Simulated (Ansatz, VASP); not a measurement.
SnSe2 in VASP and in Ansatz

```
Sn Se
1.0
     3.78690    0.00000    0.00000
    -1.89345    3.27955    0.00000
     0.00000    0.00000    6.16481
Sn Se
1 2
Direct
  0.00000 0.00000 0.00000
  0.33333 0.66667 0.25717
  0.66667 0.33333 0.74283
```

Change from the starting cell: hydrostatic strain -1.0%.

Alike in both runs: task single point; functional PBE; k mesh 12 × 12 × 4; occupations fermi-dirac, width 0.02 eV; no spin polarisation.

|  | VASP | Ansatz |
| --- | --- | --- |
| version | VASP 6.6.1 | Ansatz 0.2.0 |
| potentials or method | VASP PAW PBE potentials, release 64 (Sn_d, Se) | plane waves, PAW |
| plane-wave cutoff (eV) | 520 | 420 |
| valence electrons in the cell | 26 | 46 |

VASP gave:

```
pressure (GPa)                                  : 4.3
largest component of the traceless stress (GPa) : 0.49
rms of the force components (eV/Å)              : 0.136
```

Q: What did Ansatz give for the same quantities?

A: Pressure (GPa): 4.2; largest component of the traceless stress (GPa): 0.51; rms of the force components (eV/Å): 0.129.

Atom by atom the forces differ by 0.007 eV/Å (rms over components). The two sets of potentials don't hold the same shells in valence.

Caveats: this functional lacks dispersion, which binds the layers, so the pressure and a relaxed spacing across them are unreliable. A k mesh can miss the band edges.
